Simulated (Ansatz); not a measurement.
**SrO: the functional and the phonons**

SrO in the rock-salt structure, relaxed with PBE.

```
CELL_PARAMETERS angstrom
0.00000 2.59748 2.59748
2.59748 0.00000 2.59748
2.59748 2.59748 0.00000
ATOMIC_POSITIONS crystal
Sr 0.00000 0.00000 0.00000
O 0.50000 0.50000 0.50000
```

Computed with Ansatz (plane-wave DFT, scalar-relativistic): PBE; Ansatz hand-made PAW at 930 eV; k mesh 6×6×6; fixed occupations; no spin. Harmonic phonons by linear response, frequencies in cm⁻¹, imaginary ones marked i; at Γ the three translations are left out and no LO–TO term is added.

Caveats: coarse k mesh.

At 17.52 Å³ an atom it gives top Γ mode (cm⁻¹) 189; lowest mode at X = [0.5, 0, 0.5] (cm⁻¹) 122; top mode at X = [0.5, 0, 0.5] (cm⁻¹) 305; mean ε∞ 3.78; mean Born charge of Sr (e) 2.44.

Repeat with LDA in its relaxed cell, PBEsol in its relaxed cell, on the same kind of potentials and mesh. What changes?


| functional | cutoff (eV) | volume (Å³/atom) | top Γ mode (cm⁻¹) | lowest mode at X = [0.5, 0, 0.5] (cm⁻¹) | top mode at X = [0.5, 0, 0.5] (cm⁻¹) | mean ε∞ | mean Born charge of Sr (e) |
| --- | --- | --- | --- | --- | --- | --- | --- |
| LDA in its relaxed cell | 930 | 16.24 | 216 | 126 | 311 | 3.87 | 2.47 |
| PBEsol in its relaxed cell | 930 | 16.80 | 203 | 124 | 307 | 3.86 | 2.46 |
